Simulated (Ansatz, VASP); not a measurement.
## ZrSe2 in VASP and in Ansatz

```
Zr Se
1.0
     3.79800    0.00000    0.00000
    -1.89900    3.28916    0.00000
     0.00000    0.00000    6.19200
Zr Se
1 2
Direct
  0.00000 0.00000 0.00000
  0.66667 0.33333 0.75000
  0.33333 0.66667 0.25000
```

Alike in both runs: task single point; functional PBEsol; k mesh 8 × 8 × 5; occupations fermi-dirac, width 0.05 eV; no spin polarisation.

|  | VASP | Ansatz |
| --- | --- | --- |
| version | VASP 6.6.1 | Ansatz 0.2.0 |
| potentials or method | VASP PAW PBE potentials, release 64 (Zr_sv, Se) | Ansatz PAW |
| plane-wave cutoff (eV) | 520 | 420 |
| valence electrons in the cell | 24 | 44 |

Ansatz gave:

```
gap on the k mesh at the Fermi level (eV)       : 0.36
least direct gap on the mesh (eV)               : 1.02
pressure (GPa)                                  : -1.2
largest component of the traceless stress (GPa) : 1.38
rms of the force components (eV/Å)              : 0.039
```

Task: Which values does VASP return?

Result: gap on the k mesh at the Fermi level (eV): 0.36; least direct gap on the mesh (eV): 1.01; pressure (GPa): -1.1; largest component of the traceless stress (GPa): 1.38; rms of the force components (eV/Å): 0.052.

Atom by atom the forces differ by 0.012 eV/Å (rms over components). The functional is the same, so the differences come from potentials, cutoffs and numerics. The two sets of potentials don't hold the same shells in valence.

Caveats: this functional lacks dispersion, which binds the layers, so the pressure and a relaxed spacing across them are unreliable; the PAW data sets were made with another functional, which shifts forces and pressure a little (VASP); an odd mesh through Γ misses points on the zone boundary, where band edges often lie (VASP); odd divisions of the mesh miss points on the zone boundary, where band edges often lie, so the gap on the mesh can be too wide (Ansatz); the PAW data sets come from PBE, with cores solved anew for the run's functional, which leaves a small shift of forces and pressure (Ansatz). A hybrid or GW would open this gap; PBEsol tends to underestimate it.
